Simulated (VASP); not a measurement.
# Te2Mo (P6_3/mmc) in VASP: further runs, part 2 of 3

VASP 6.6.1. Earlier steps stand in the parts before.

### 3 Relaxation of cell and atoms, PBE+D3(BJ)

This run uses another cell than the first one, of 24.15 Å³/atom, 0.968 times its volume.

INCAR reads:

```
SYSTEM = Te2Mo
PREC = Accurate
ENCUT = 600
EDIFF = 1E-7
ISMEAR = 0
SIGMA = 0.03
LREAL = .False.
LASPH = .True.
NELM = 80
ALGO = Normal
ISIF = 3
LWAVE = .False.
LCHARG = .False.
GGA = PE
IVDW = 12
IBRION = 2
NSW = 90
EDIFFG = -0.005
KPAR = 2
```

KPOINTS reads:

```
regular mesh
0
Gamma
  9 9 2
  0 0 0
```

POSCAR reads:

```
Te2Mo                                   
1.0
    3.4956786110     -0.0000000000      0.0000000000
   -1.7478393055      3.0273464806     -0.0000000000
    0.0000000000      0.0000000000     13.6948374035
  Te              Mo            
     4     2
Direct
     0.3333333332999970    0.6666666667000030    0.6172428415994351
     0.6666666667000030    0.3333333332999970    0.1172428415994351
     0.3333333332999970    0.6666666667000030    0.8827571584005649
     0.6666666667000030    0.3333333332999970    0.3827571584005649
     0.3333333332999970    0.6666666667000030    0.2500000000000000
     0.6666666667000030    0.3333333332999970    0.7500000000000000
```

Potentials or basis: VASP PAW PBE potentials, release 64 (Te, Mo_sv).

Launch:

```sh
$ cat potpaw_PBE.64/Te/POTCAR potpaw_PBE.64/Mo_sv/POTCAR > POTCAR
$ mpirun -np 2 vasp_std > vasp.out
```

OUTCAR:

```text
SYSTEM = Te2Mo
   PREC = Accurate
   ENCUT = 600
   EDIFF = 1E-7
   ISMEAR = 0
   LREAL = .False.
   LASPH = .True.
   NELM = 80
   ISIF = 3
   GGA = PE
   IVDW = 12
   IBRION = 2
   NSW = 90
   EDIFFG = -0.005
 IVDW          = 12

 ion  position               nearest neighbor table
   1  0.333  0.667  0.617-   6 2.72   6 2.72   6 2.72   3 3.64
   2  0.667  0.333  0.117-   5 2.72   5 2.72   5 2.72   4 3.64
   3  0.333  0.667  0.883-   6 2.72   6 2.72   6 2.72   1 3.64
   4  0.667  0.333  0.383-   5 2.72   5 2.72   5 2.72   2 3.64
   5  0.333  0.667  0.250-   2 2.72   4 2.72   2 2.72   4 2.72   2 2.72   4 2.72
   6  0.667  0.333  0.750-   1 2.72   3 2.72   1 2.72   3 2.72   1 2.72   3 2.72

  LATTYP: Found a hexagonal cell.
 ALAT       =     3.4956786110
 C/A-ratio  =     3.9176477381

  Lattice vectors:

 A1 = (   3.4956786110,   0.0000000000,   0.0000000000)
 A2 = (  -1.7478393055,   3.0273464806,   0.0000000000)
 A3 = (   0.0000000000,   0.0000000000,  13.6948374035)

Analysis of symmetry for initial positions (statically):
=====================================================================
 Subroutine PRICEL returns:
 Original cell was already a primitive cell.

 Routine SETGRP: Setting up the symmetry group for a
 hexagonal supercell.

 Subroutine GETGRP returns: Found 24 space group operations
 (whereof 12 operations were pure point group operations)
 out of a pool of 24 trial point group operations.

The static configuration has the point symmetry D_3d.
 The point group associated with its full space group is D_6h.

Analysis of symmetry for dynamics (positions and initial velocities):
=====================================================================
 Subroutine PRICEL returns:
 Original cell was already a primitive cell.

 Routine SETGRP: Setting up the symmetry group for a
 hexagonal supercell.

[... 134 lines left out ...]
  Fermi-wavevector in a.u.,A,eV,Ry     =   1.163302  2.198322 18.412374  1.353271
  Thomas-Fermi vector in A             =   2.299853
   LORBIT       =      0    0 simple, 1 ext, 2 COOP (PROOUT), +10 PAW based schemes
   GGA     = PE    functional components
   LHFCALC =     F    Hartree Fock is set to
   AEXX    =    0.0000 exact exchange contribution
   IVDW    =    12    specifies the selected vdW correction
   LEPSILON=     F    determine dielectric tensor
   LRPA    =     F    only Hartree local field effects (RPA)
 conjugate gradient relaxation of ions
 non-spin polarized calculation
 Gauss-broadening in eV      SIGMA  =   0.03
  energy-cutoff  :      600.00
  volume of cell :      144.93
 maximum number of plane-waves:      4874
 NGX is ok and might be reduce to    28
   NGX = 13   NGY = 13   NGZ = 55

 number of electron      51.9999998 magnetization

 Free energy of the ion-electron system (eV)
  ---------------------------------------------------
  ext. energy  EPLUGINS =         0.00000000
  ---------------------------------------------------
  free energy    TOTEN  =       -35.90390709 eV

  energy without entropy =      -35.90390709  energy(sigma->0) =      -35.90390709

 E-fermi :   8.8496     XC(G=0): -10.6463

 val. band max:        8.6431512349   @ k =   0.0000   0.0000   0.0000
 cond. band min:       9.3083946944   @ k =   0.2222   0.2222   0.0000
 fundamental gap:      0.6652434595
 Fermi energy:         8.8495619163

 k-point     1 :       0.0000    0.0000    0.0000
  band No.  band energies     occupation
      1     -52.2103      2.00000
      2     -52.2103      2.00000
      3     -26.3881      2.00000
      4     -26.3881      2.00000
      5     -26.2461      2.00000
      6     -26.2461      2.00000
[... 805 lines left out ...]
     30      10.1463      0.00000
     31      10.9989      0.00000

------------------------ aborting loop because EDIFF is reached ----------------------------------------

 Edisp (eV)   -3.32668

 E8    (eV) :    -1.5328

  FORCE on cell =-STRESS in cart. coord.  units (eV):
  Direction    XX          YY          ZZ          XY          YZ          ZX
  --------------------------------------------------------------------------------------
  -------------------------------------------------------------------------------------
  Total      -0.02160    -0.02160    -0.00282     0.00000     0.00000     0.00000
  in kB      -0.23882    -0.23882    -0.03115     0.00000     0.00000     0.00000
  external pressure =       -0.17 kB  Pullay stress =        0.00 kB

 VOLUME and BASIS-vectors are now :
 -----------------------------------------------------------------------------
  energy-cutoff  :      600.00
  volume of cell :      144.93
      direct lattice vectors                 reciprocal lattice vectors
     3.495678611  0.000000000  0.000000000     0.286067488  0.165161141  0.000000000
    -1.747839306  3.027346481  0.000000000     0.000000000  0.330322283  0.000000000
     0.000000000  0.000000000 13.694837403     0.000000000  0.000000000  0.073020217

 POSITION                                       TOTAL-FORCE (eV/Angst)
 -----------------------------------------------------------------------------------
     -0.00000      2.01823      8.45304         0.000000     -0.000000     -0.003047
      1.74784      1.00912      1.60562         0.000000     -0.000000     -0.003047
     -0.00000      2.01823     12.08922         0.000000      0.000000      0.003047
      1.74784      1.00912      5.24180         0.000000     -0.000000      0.003047
     -0.00000      2.01823      3.42371        -0.000000      0.000000      0.000000
      1.74784      1.00912     10.27113         0.000000     -0.000000      0.000000
 -----------------------------------------------------------------------------------
    total drift:                               -0.000000      0.000000     -0.000000

  FREE ENERGIE OF THE ION-ELECTRON SYSTEM (eV)
  ---------------------------------------------------
  free  energy   TOTEN  =       -39.2305895579 eV

  energy  without entropy=      -39.2305895579  energy(sigma->0) =      -39.23058956

 reached required accuracy - stopping structural energy minimisation
```

OSZICAR:

```text
N       E                     dE             d eps       ncg     rms          rms(c)
DAV:   1     0.450547853875E+03    0.45055E+03   -0.29285E+04  1680   0.169E+03
DAV:   2    -0.979432501339E+01   -0.46034E+03   -0.45203E+03  1843   0.373E+02
DAV:   3    -0.364246464371E+02   -0.26630E+02   -0.26196E+02  1919   0.740E+01
DAV:   4    -0.371371186850E+02   -0.71247E+00   -0.70997E+00  1852   0.118E+01
DAV:   5    -0.371549819026E+02   -0.17863E-01   -0.17857E-01  1952   0.197E+00    0.220E+01
DAV:   6    -0.363693968496E+02    0.78559E+00   -0.84869E+00  1721   0.145E+01    0.902E+00
DAV:   7    -0.363309461905E+02    0.38451E-01   -0.84902E+00  1667   0.116E+01    0.633E+00
DAV:   8    -0.359069830069E+02    0.42396E+00   -0.18589E+00  1821   0.618E+00    0.330E+00
DAV:   9    -0.359097922656E+02   -0.28093E-02   -0.25459E-01  1950   0.225E+00    0.135E+00
DAV:  10    -0.359037308128E+02    0.60615E-02   -0.46452E-02  1836   0.108E+00    0.377E-01
DAV:  11    -0.359040444628E+02   -0.31365E-03   -0.26647E-03  1982   0.266E-01    0.317E-01
DAV:  12    -0.359039516469E+02    0.92816E-04   -0.39340E-04  1691   0.957E-02    0.179E-01
DAV:  13    -0.359039132846E+02    0.38362E-04   -0.11008E-04  1849   0.561E-02    0.105E-01
DAV:  14    -0.359039108461E+02    0.24385E-05   -0.17231E-05  1923   0.168E-02    0.646E-02
DAV:  15    -0.359039090849E+02    0.17613E-05   -0.30314E-06  1796   0.900E-03    0.343E-02
DAV:  16    -0.359039075689E+02    0.15159E-05   -0.31724E-06  1883   0.744E-03    0.201E-02
DAV:  17    -0.359039071627E+02    0.40628E-06   -0.77617E-07  1664   0.403E-03    0.296E-03
DAV:  18    -0.359039070944E+02    0.68301E-07   -0.81769E-08  1003   0.137E-03
   1 F= -.39230590E+02 E0= -.39230590E+02  d E =-.392306E+02
```

CONTCAR:

```text
Te2Mo
   1.00000000000000
     3.4956786110000002    0.0000000000000000    0.0000000000000000
    -1.7478393055000001    3.0273464805999999    0.0000000000000000
     0.0000000000000000    0.0000000000000000   13.6948374034999993
  Te              Mo
     4     2
Direct
     0.3333333332999970    0.6666666667000030    0.6172428415994347
     0.6666666667000030    0.3333333332999970    0.1172428415994347
     0.3333333332999970    0.6666666667000030    0.8827571584005653
     0.6666666667000030    0.3333333332999970    0.3827571584005653
     0.3333333332999970    0.6666666667000030    0.2500000000000000
     0.6666666667000030    0.3333333332999970    0.7500000000000000

  0.00000000E+00  0.00000000E+00  0.00000000E+00
  0.00000000E+00  0.00000000E+00  0.00000000E+00
  0.00000000E+00  0.00000000E+00  0.00000000E+00
  0.00000000E+00  0.00000000E+00  0.00000000E+00
  0.00000000E+00  0.00000000E+00  0.00000000E+00
  0.00000000E+00  0.00000000E+00  0.00000000E+00
```

Run time: 7.1 min. Hardware: 2 MPI ranks of Intel Xeon Platinum 8175M at 2.50GHz (Skylake/Cascade Lake), shared host; peak memory 0.34 GiB.

What came out:

```
Free energy                  : -39.2306 eV
Pressure after relaxing      : 0.0 GPa
Largest force after relaxing : 0.003 eV/Å
Band gap on the k mesh       : 0.67 eV, indirect (least direct gap 1.03 eV)
Dispersion energy per atom   : -0.554 eV
```

Forces on the atoms (eV/Å):
```
Te   0.000  0.000 -0.003
Te   0.000  0.000 -0.003
Te   0.000  0.000  0.003
Te   0.000  0.000  0.003
Mo   0.000  0.000  0.000
Mo   0.000  0.000  0.000
```

Final structure:
```cif
data_structure
_symmetry_space_group_name_H-M 'P 1'
_symmetry_Int_Tables_number 1
_cell_length_a 3.4957
_cell_length_b 3.4957
_cell_length_c 13.6948
_cell_angle_alpha 90.000
_cell_angle_beta 90.000
_cell_angle_gamma 120.000
_cell_volume 144.93
loop_
_atom_site_label
_atom_site_type_symbol
_atom_site_fract_x
_atom_site_fract_y
_atom_site_fract_z
_atom_site_occupancy
Te1 Te 0.33333 0.66667 0.61724 1
Te2 Te 0.66667 0.33333 0.11724 1
Te3 Te 0.33333 0.66667 0.88276 1
Te4 Te 0.66667 0.33333 0.38276 1
Mo1 Mo 0.33333 0.66667 0.25000 1
Mo2 Mo 0.66667 0.33333 0.75000 1
```

Caveat: the relaxation stopped at its first step, so nothing moved; spin-orbit coupling is left out, which moves the levels of the heavy elements; an odd mesh through Γ misses points on the zone boundary, where band edges often lie. Expect the measured gap to be larger: semilocal functionals such as PBE lack the derivative discontinuity.

(Part 2 of 3 ends here.)
